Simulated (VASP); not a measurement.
MgO2:

```
Mg O
1.0
     1.60476    0.92651    3.49398
    -1.60476    0.92651    3.49398
     0.00000   -1.85302    3.49398
Mg O
1 2
Cartesian
  0.0000 0.0000 0.0000
  0.0000 0.0000 5.9874
  0.0000 0.0000 4.4945
```

The cell comes from a database or a generator and needn't be the stable form of this composition.

Base run:

```yaml
Program: VASP 6.6.1
Functional: PBEsol
Potentials_or_basis: VASP PAW PBE potentials, release 64 (Mg, O)
Cutoff: 520 eV
k_mesh: 10 × 10 × 10
Occupations: gaussian, width 0.02 eV
Spin: no spin polarisation
```

Its results: band gap on the k mesh 2.21 eV, direct; pressure -5.0 GPa; largest force 0.121 eV/Å.

Question: The run is repeated on the same cell with these changes: functional from PBEsol to LDA; potentials or basis from VASP PAW PBE potentials, release 64 (Mg, O) to VASP PAW LDA potentials, release 64 (Mg, O). What comes out?

Answer: Band gap on the k mesh 2.16 eV, direct; pressure -10.8 GPa; largest force 0.193 eV/Å.

Caveats: the PAW data sets were made with another functional, which shifts forces and pressure a little (some runs).
